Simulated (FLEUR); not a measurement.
A run of FLEUR MaX-R8.1 (later development tree) is set up as follows.

File inp.xml:

```xml
<?xml version="1.0" encoding="UTF-8" standalone="no"?>
<fleurInput fleurInputVersion="0.39">
   <comment>
      AlNi                                                                                                
   </comment>
   <calculationSetup>
      <cutoffs Kmax="4.78" Gmax="14.8" GmaxXC="14.8" numbands="0"/>
      <scfLoop itmax="60" minDistance="0.00001" maxIterBroyd="15" imix="Anderson" alpha="0.05" precondParam="0.0" spinf="2.0" sdNocoIR="T"/>
      <coreElectrons ctail="T" frcor="F" kcrel="0" coretail_lmax="0"/>
      <xcFunctional name="wc" relativisticCorrections="F"/>
      <magnetism jspins="2"/>
      <soc l_soc="F" theta="0.0" phi="0.0" spav="F"/>
      <expertModes spex="0" secvar="F"/>
      <geometryOptimization l_f="F" forcealpha="1.0" forcemix="BFGS" epsdisp="0.00001" epsforce="0.00001"/>
      <ldaU l_linMix="F" mixParam="0.05" spinf="1.0"/>
   </calculationSetup>
   <cell>
      <bzIntegration valenceElectrons="29.0" mode="hist" fermiSmearingEnergy="0.00183747">
         <kPointListSelection listName="default-1"/>
         <!-- k-points included here -->
         <xi:include xmlns:xi="http://www.w3.org/2001/XInclude" href="kpts.xml"> </xi:include>
      </bzIntegration>
      <!-- symmetry operations included here -->
      <xi:include xmlns:xi="http://www.w3.org/2001/XInclude" href="sym.xml"> </xi:include>
      <bulkLattice scale="1.0">
         <bravaisMatrix>
            <row-1>    5.4443009649725989     0.0000000000000000     0.0000000000000000</row-1>
            <row-2>    0.0000000000000000     5.4443009649725989     0.0000000000000000</row-2>
            <row-3>    0.0000000000000000     0.0000000000000000     5.4443009649725989</row-3>
         </bravaisMatrix>
      </bulkLattice>
   </cell>
   <atomSpecies>
      <species name="Nickel (Ni1.001" element="Ni" atomicNumber="28">
         <mtSphere radius="2.32" gridPoints="767" logIncrement="0.016"/>
         <atomicCutoffs lmax="9" lnonsphr="7"/>
         <electronConfig flipSpins="F">
            <coreConfig>(1s1/2) (2s1/2) (2p1/2) (2p3/2)</coreConfig>
            <valenceConfig>(3s1/2) (3p1/2) (3p3/2) (4s1/2) (3d3/2) (3d5/2)</valenceConfig>
            <stateOccupation state="(3d3/2)" spinUp="1.6" spinDown="1.6"/>
            <stateOccupation state="(3d5/2)" spinUp="2.9005" spinDown="1.8995"/>
         </electronConfig>
         <energyParameters s="4" p="4" d="3" f="4"/>
         <lo type="SCLO" l="0" n="3" eDeriv="0"/>
         <lo type="SCLO" l="1" n="3" eDeriv="0"/>
         <lo type="SCLO" l="1" n="3" eDeriv="1"/>
         <lo type="SCLO" l="2" n="3" eDeriv="2"/>
         <lo type="SCLO" l="3" n="4" eDeriv="2"/>
      </species>
      <species name="Aluminum (Al)" element="Al" atomicNumber="13">
         <mtSphere radius="2.05" gridPoints="677" logIncrement="0.017"/>
         <atomicCutoffs lmax="8" lnonsphr="6"/>
         <electronConfig flipSpins="F">
            <coreConfig>(1s1/2)</coreConfig>
            <valenceConfig>(2s1/2) (2p1/2) (2p3/2) (3s1/2) (3p1/2) (3p3/2)</valenceConfig>
            <stateOccupation state="(3p1/2)" spinUp="0.166667" spinDown="0.166667"/>
            <stateOccupation state="(3p3/2)" spinUp="0.333333" spinDown="0.333333"/>
         </electronConfig>
         <energyParameters s="3" p="3" d="3" f="4"/>
         <lo type="SCLO" l="0" n="2" eDeriv="0"/>
         <lo type="SCLO" l="1" n="2" eDeriv="0"/>
         <lo type="SCLO" l="2" n="3" eDeriv="2"/>
         <lo type="SCLO" l="3" n="4" eDeriv="2"/>
      </species>
   </atomSpecies>
   <atomGroups>
      <atomGroup species="Nickel (Ni1.001">
         <relPos label="                   1">1.000/2.000 1.000/2.000 1.000/2.000</relPos>
         <force calculate="T" relaxXYZ="TTT"/>
      </atomGroup>
      <atomGroup species="Aluminum (Al)">
         <relPos label="                   2">.0000000000 .0000000000 .0000000000</relPos>
         <force calculate="T" relaxXYZ="TTT"/>
      </atomGroup>
   </atomGroups>
   <output dos="F" band="F" slice="F">
      <checks vchk="F" cdinf="F"/>
      <bandDOS minEnergy="-.5*Htr" maxEnergy="0.5*Htr" sigma="0.015" storeEVData="T"/>
      <vacuumDOS vacdos="F" integ="F" star="F" nstars="0" locx1="0.0" locy1="0.0" locx2="0.0" locy2="0.0" nstm="0" tworkf="0.0"/>
      <unfoldingBand unfoldBand="F" supercellX="1" supercellY="1" supercellZ="1"/>
      <plotting iplot="0" polar="F">
         <plot TwoD="T" vec1="  1.0  0.0  0.0" vec2="  0.0  1.0  0.0" vec3="  0.0  0.0  1.0" zero="  0.0  0.0  0.0" file="plot"/>
      </plotting>
      <chargeDensitySlicing numkpt="0" minEigenval="0.0" maxEigenval="0.0" nnne="0" pallst="F"/>
      <specialOutput eonly="F"/>
      <moessbauerParams electricFieldGradient="T" isomerShift="T" coreHyperfine="T" valenceHyperfine="T"/>
      <magneticCircularDichroism mcd="F" energyLo="-10.0" energyUp="0.0"/>
   </output>
  <!-- We include the file relax.xml here to enable relaxations (see documentation) -->
  <xi:include xmlns:xi="http://www.w3.org/2001/XInclude" href="relax.xml"> <xi:fallback/> </xi:include>
</fleurInput>
```

Contents of crystal.txt:

```
AlNi
&input cartesian=F /
2.8810000000  0.0000000000  0.0000000000
0.0000000000  2.8810000000  0.0000000000
0.0000000000  0.0000000000  2.8810000000
1.8897261246
1.0 1.0 1.0

2
28 0.5000000000  0.5000000000  0.5000000000 : 1.001
13 0.0000000000  0.0000000000  0.0000000000

&kpt div1=9 div2=9 div3=9 gamma=T /
```

Contents of inp.xml (bands):

```
<?xml version="1.0" encoding="UTF-8" standalone="no"?>
<fleurInput fleurInputVersion="0.39">
   <comment>
      AlNi                                                                                                
   </comment>
   <calculationSetup>
      <cutoffs Kmax="4.78" Gmax="14.8" GmaxXC="14.8" numbands="0"/>
      <scfLoop itmax="60" minDistance="0.00001" maxIterBroyd="15" imix="Anderson" alpha="0.05" precondParam="0.0" spinf="2.0" sdNocoIR="T"/>
      <coreElectrons ctail="T" frcor="F" kcrel="0" coretail_lmax="0"/>
      <xcFunctional name="wc" relativisticCorrections="F"/>
      <magnetism jspins="2"/>
      <soc l_soc="F" theta="0.0" phi="0.0" spav="F"/>
      <expertModes spex="0" secvar="F"/>
      <geometryOptimization l_f="F" forcealpha="1.0" forcemix="BFGS" epsdisp="0.00001" epsforce="0.00001"/>
      <ldaU l_linMix="F" mixParam="0.05" spinf="1.0"/>
   </calculationSetup>
   <cell>
      <bzIntegration valenceElectrons="29.0" mode="hist" fermiSmearingEnergy="0.00183747">
         <kPointListSelection listName="path-1"/>
         <!-- k-points included here -->
         <xi:include xmlns:xi="http://www.w3.org/2001/XInclude" href="kpts.xml"> </xi:include>
      </bzIntegration>
      <!-- symmetry operations included here -->
      <xi:include xmlns:xi="http://www.w3.org/2001/XInclude" href="sym.xml"> </xi:include>
      <bulkLattice scale="1.0">
         <bravaisMatrix>
            <row-1>    5.4443009649725989     0.0000000000000000     0.0000000000000000</row-1>
            <row-2>    0.0000000000000000     5.4443009649725989     0.0000000000000000</row-2>
            <row-3>    0.0000000000000000     0.0000000000000000     5.4443009649725989</row-3>
         </bravaisMatrix>
      </bulkLattice>
   </cell>
   <atomSpecies>
      <species name="Nickel (Ni1.001" element="Ni" atomicNumber="28">
         <mtSphere radius="2.32" gridPoints="767" logIncrement="0.016"/>
         <atomicCutoffs lmax="9" lnonsphr="7"/>
         <electronConfig flipSpins="F">
            <coreConfig>(1s1/2) (2s1/2) (2p1/2) (2p3/2)</coreConfig>
            <valenceConfig>(3s1/2) (3p1/2) (3p3/2) (4s1/2) (3d3/2) (3d5/2)</valenceConfig>
            <stateOccupation state="(3d3/2)" spinUp="1.6" spinDown="1.6"/>
            <stateOccupation state="(3d5/2)" spinUp="2.9005" spinDown="1.8995"/>
         </electronConfig>
         <energyParameters s="4" p="4" d="3" f="4"/>
         <lo type="SCLO" l="0" n="3" eDeriv="0"/>
         <lo type="SCLO" l="1" n="3" eDeriv="0"/>
         <lo type="SCLO" l="1" n="3" eDeriv="1"/>
         <lo type="SCLO" l="2" n="3" eDeriv="2"/>
         <lo type="SCLO" l="3" n="4" eDeriv="2"/>
      </species>
      <species name="Aluminum (Al)" element="Al" atomicNumber="13">
         <mtSphere radius="2.05" gridPoints="677" logIncrement="0.017"/>
         <atomicCutoffs lmax="8" lnonsphr="6"/>
         <electronConfig flipSpins="F">
            <coreConfig>(1s1/2)</coreConfig>
            <valenceConfig>(2s1/2) (2p1/2) (2p3/2) (3s1/2) (3p1/2) (3p3/2)</valenceConfig>
            <stateOccupation state="(3p1/2)" spinUp="0.166667" spinDown="0.166667"/>
            <stateOccupation state="(3p3/2)" spinUp="0.333333" spinDown="0.333333"/>
         </electronConfig>
         <energyParameters s="3" p="3" d="3" f="4"/>
         <lo type="SCLO" l="0" n="2" eDeriv="0"/>
         <lo type="SCLO" l="1" n="2" eDeriv="0"/>
         <lo type="SCLO" l="2" n="3" eDeriv="2"/>
         <lo type="SCLO" l="3" n="4" eDeriv="2"/>
      </species>
   </atomSpecies>
   <atomGroups>
      <atomGroup species="Nickel (Ni1.001">
         <relPos label="                   1">1.000/2.000 1.000/2.000 1.000/2.000</relPos>
         <force calculate="T" relaxXYZ="TTT"/>
      </atomGroup>
      <atomGroup species="Aluminum (Al)">
         <relPos label="                   2">.0000000000 .0000000000 .0000000000</relPos>
         <force calculate="T" relaxXYZ="TTT"/>
      </atomGroup>
   </atomGroups>
   <output dos="F" band="T" slice="F">
      <checks vchk="F" cdinf="F"/>
      <bandDOS minEnergy="-.5*Htr" maxEnergy="0.5*Htr" sigma="0.015" storeEVData="T"/>
      <vacuumDOS vacdos="F" integ="F" star="F" nstars="0" locx1="0.0" locy1="0.0" locx2="0.0" locy2="0.0" nstm="0" tworkf="0.0"/>
      <unfoldingBand unfoldBand="F" supercellX="1" supercellY="1" supercellZ="1"/>
      <plotting iplot="0" polar="F">
         <plot TwoD="T" vec1="  1.0  0.0  0.0" vec2="  0.0  1.0  0.0" vec3="  0.0  0.0  1.0" zero="  0.0  0.0  0.0" file="plot"/>
      </plotting>
      <chargeDensitySlicing numkpt="0" minEigenval="0.0" maxEigenval="0.0" nnne="0" pallst="F"/>
      <specialOutput eonly="F"/>
      <moessbauerParams electricFieldGradient="T" isomerShift="T" coreHyperfine="T" valenceHyperfine="T"/>
      <magneticCircularDichroism mcd="F" energyLo="-10.0" energyUp="0.0"/>
   </output>
  <!-- We include the file relax.xml here to enable relaxations (see documentation) -->
  <xi:include xmlns:xi="http://www.w3.org/2001/XInclude" href="relax.xml"> <xi:fallback/> </xi:include>
</fleurInput>
```

Potentials or basis: all-electron, FLAPW.

Launch:

```sh
$ inpgen -f crystal.txt -profile fastHighL
$ # inp.xml edited to the form shown
$ fleur_MPI
$ fleur_MPI   # second run, on inp.xml (bands)
```

What does it give for the net moment?

0.00 μB per cell.

Predict the band gap along the path.

none (metal or under the smearing width).

Core levels (eV from the Fermi level):
```tsv
atom	levels
1 Ni	1s1/2 -8200.4, 2s1/2 -973.3, 2p1/2 -848.4, 2p3/2 -830.9
2 Al	1s1/2 -1504.4
```
